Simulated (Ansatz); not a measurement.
**Bi under changes of volume**

One of the cells (35.070 Å³/atom); the others are scaled copies at fixed shape and fractional positions:

```
CELL_PARAMETERS angstrom
2.26750 1.30914 3.93800
-2.26750 1.30914 3.93800
0.00000 -2.61828 3.93800
ATOMIC_POSITIONS crystal
Bi 0.76600 0.76600 0.76600
Bi 0.23400 0.23400 0.23400
```

* Program: Ansatz 0.2.0
* Functional: PBE
* Potentials or basis: all-electron LAPW, scalar-relativistic
* Cutoff: 231 eV (chosen from the basis error)
* Basis error allowed: 0.0005 eV/atom
* k mesh: 7 × 7 × 7
* Occupations: fermi-dirac, width 0.05 eV
* Spin: no spin polarisation

```tsv
volume (Å³/atom)	energy over the lowest point (meV/atom)	pressure (GPa)	gap on the mesh (eV)	largest force (eV/Å)
32.965	60.88	5.9	0.30	0.512
33.667	38.30	4.5	0.28	0.401
34.368	?	?	?	?
35.070	9.86	2.1	0.26	0.201
35.771	2.85	1.1	0.25	0.110
36.472	0.00	0.2	0.25	0.026
37.174	0.88	-0.6	0.24	0.054
```

Task: What does the run at 34.368 Å³/atom give?

Result: Energy over the lowest point 21.50 meV/atom; pressure 3.2 GPa; gap on the mesh 0.27 eV; largest force 0.297 eV/Å.

Worked out: A Birch-Murnaghan fit of order 3 (a polynomial in V^(-2/3)) to the other rows has its minimum at 36.65 Å³/atom with B0 = V·E''(V) = 43 GPa and B' = 4.6 at fixed shape and positions, which overstates the stiffness. It gives 21.51 meV/atom at 34.368 Å³/atom, against the run's 21.50, and -dE/dV = 3.2 GPa, against 3.2. A straight line through the other rows of the gap, of slope -0.472 eV per unit of ln V, gives 0.27 eV, against the run's 0.27.

Energies are extrapolated to zero smearing.

Caveats: spin-orbit coupling is left out, which as a rule narrows the gap of such compounds by several tenths of an eV; an odd mesh through Γ misses points on the zone boundary, where band edges often lie.
